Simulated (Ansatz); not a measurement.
Crystal: CaSe.

```xyz
2
Lattice="0.0000 3.3000 3.3000 3.3000 0.0000 3.3000 3.3000 3.3000 0.0000" Properties=species:S:1:pos:R:3 pbc="T T T"
Se    1.6500    1.6500    1.6500
Ca    0.0000    0.0000    0.0000
```

The cell comes from a database or a generator and needn't be the stable form of this composition.

Base run:

```yaml
Program: Ansatz 0.2.0
Functional: LDA
Potentials_or_basis: Ansatz PAW
Cutoff: "420 eV (not typed: the program's choice for these potentials)"
k_mesh: 7 × 7 × 7
Occupations: fermi-dirac, width 0.02 eV
Spin: no spin polarisation
```

Its results: band gap on the k mesh 2.88 eV, indirect (least direct gap 2.97 eV); pressure -2.7 GPa.

Q: The run is repeated on the same cell with these changes: functional from LDA to PBE; occupations from fermi-dirac, width 0.02 eV to gaussian, width 0.02 eV. What comes out?

A: Band gap on the k mesh 3.15 eV, indirect (least direct gap 3.24 eV); pressure -0.2 GPa.

Caveats: odd divisions of the mesh miss points on the zone boundary, where band edges often lie, so the gap on the mesh can be too wide; the PAW data sets come from PBE, with cores solved anew for the run's functional, which leaves a small shift of forces and pressure (some runs).

A k mesh can miss the band edges.
